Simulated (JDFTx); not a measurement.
The system is P.

```
P
1.0
     1.64774   -5.46504    0.00000
     1.64774    5.46504    0.00000
     0.00000    0.00000    4.54364
P
4
Direct
  0.90414 0.09586 0.58882
  0.09586 0.90414 0.41118
  0.59586 0.40414 0.08882
  0.40414 0.59586 0.91118
```

Base run:

| Quantity | Value |
| --- | --- |
| Program | JDFTx 1.7.0 (patched build) |
| Functional | PBEsol |
| Potentials or basis | PseudoDojo-SR-PBEsol-0.4.1-standard with smoothed tails |
| Cutoff | 599 eV |
| Density cutoff | 4789 eV |
| k mesh | 8 × 8 × 6 |
| Occupations | fermi-dirac, width 0.05 eV |
| Spin | no spin polarisation |

Its results: band gap on the k mesh 0.01 eV, direct; pressure -0.6 GPa; largest force 0.297 eV/Å.

Q: The run is repeated on the same cell with these changes: functional from PBEsol to LDA; potentials or basis from PseudoDojo-SR-PBEsol-0.4.1-standard with smoothed tails to PseudoDojo-SR-LDA-0.4.1-standard with smoothed tails; cutoff from 599 eV to 653 eV; density cutoff from 4789 eV to 5225 eV. What comes out?

A: Band gap on the k mesh 0.02 eV, direct; pressure -2.3 GPa; largest force 0.174 eV/Å.

Caveats: the empty levels aren't tightly converged.

A k mesh can miss the band edges.
